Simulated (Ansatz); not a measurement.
## Y: a prediction, then the measurements

Level of theory: DFT PBE, scalar-relativistic, plane waves, PAW (Ansatz 0.2.0).

Cutoff 420 eV; k points 15×15×8 on the computed 2-atom cell (Γ-centred); Gaussian smearing, width 0.10 eV; no spin polarisation.

Relaxed structure, symmetry kept:

```xyz
2
Lattice="3.6571 0.0000 0.0000 -1.8286 3.1671 0.0000 0.0000 0.0000 5.6741" Properties=species:S:1:pos:R:3 pbc="T T T"
Y     0.0000    2.1114    1.4185
Y     1.8286    1.0557    4.2555
```

```json
{
  "Space group": "P6_3/mmc (No. 194)",
  "Volume per atom": "32.86 Å³",
  "Formation energy from the elements' standard states (uncorrected)": "+0.001 eV/atom",
  "Kohn–Sham band gap": "none (metal)",
  "Density of states at the Fermi level": "3.90 states/eV per cell",
  "Löwdin character within 0.5 eV of the Fermi level": "Y 4d 88 %, unprojected 5 %",
  "Bulk modulus": "41 GPa",
  "Its pressure derivative": "2.9"
}
```

**What was measured.**

From a printed reference work, data compilation, for a bulk crystal of Y: lattice constant a 3.65 Å; lattice constant c 5.73 Å.

Against the measured lattice constant a of Y, 3.65 Å (a printed reference work, data compilation), the calculated 3.657 Å is off by +0.2 %. The measured value has few digits, which limits the comparison. A measured lattice constant c of Y is 5.73 Å (a printed reference work, data compilation); the calculated 5.674 Å misses it by -1.0 %. The calculation is for 0 K without zero-point motion.